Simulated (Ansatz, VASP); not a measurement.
**ZnS (Wurtzite-2H): VASP beside Ansatz**

Contents of INCAR:

```
SYSTEM = ZnS
ALGO = Normal ; EDIFF = 1E-6
ENCUT = 520 ; GGA = PS
ISIF = 2 ; ISMEAR = 0
LASPH = .TRUE. ; LCHARG = .TRUE.
LELF = .TRUE. ; LREAL = .FALSE.
LVHAR = .TRUE. ; LWAVE = .FALSE.
NBANDS = 26 ; NELM = 100
PREC = Accurate ; SIGMA = 0.01
```

The input KPOINTS:

```
k-points
0
G
  6 6 4
  0 0 0
```

POSCAR

```
ZnS
1.0
    3.8054280153      0.0000000000      0.0000000000
   -1.9027140076      3.2955973335      0.0000000000
    0.0000000000      0.0000000000      6.2440175084
Zn S
2 2
Direct
    0.3333333333      0.6666666667      0.0053397643
    0.6666666667      0.3333333333      0.5053397643
    0.3333333333      0.6666666667      0.3796602357
    0.6666666667      0.3333333333      0.8796602357
```

Input for Ansatz:

```yaml
crystal:
  lattice:
    - [3.8054280153, 0.0, 0.0]
    - [-1.9027140076, 3.2955973335, 0.0]
    - [0.0, 0.0, 6.2440175084]
  atoms:
    - { symbol: Zn, position: [0.3333333333, 0.6666666667, 0.0053397643] }
    - { symbol: Zn, position: [0.6666666667, 0.3333333333, 0.5053397643] }
    - { symbol: S, position: [0.3333333333, 0.6666666667, 0.3796602357] }
    - { symbol: S, position: [0.6666666667, 0.3333333333, 0.8796602357] }
kpoints:
  mp_grid: { grid: [6, 6, 4] }
hamiltonian:
  xc: pbesol
scf:
  occupations: { method: fixed }
  n_extra_bands: 5
  convergence: { dr2_threshold: 0.0001 }
  max_iter: 53
output:
  forces: true
  stress: true
  eigenvalues: true
```

Alike in both runs: task single point; functional PBEsol; k mesh 6 × 6 × 4; no spin polarisation.

|  | VASP | Ansatz |
| --- | --- | --- |
| version | VASP 6.6.1 | Ansatz 0.2.0 |
| potentials or method | VASP PAW PBE potentials, release 64 (Zn, S) | plane waves |
| plane-wave cutoff (eV) | 520 | 420 |
| occupations | gaussian, width 0.01 eV | fixed |
| valence electrons in the cell | 36 | 36 |

```csv
,VASP,Ansatz,Ansatz less VASP
gap on the k mesh at the Fermi level (eV),2.08,2.08,-0.005
pressure (GPa),-1.2,-1.4,-0.18
```

Ansatz warned: «force_scf_threshold_loose».

Caveats: the PAW data sets were made with another functional, which shifts forces and pressure a little (VASP). As with any semilocal functional, this PBEsol gap is likely too small.
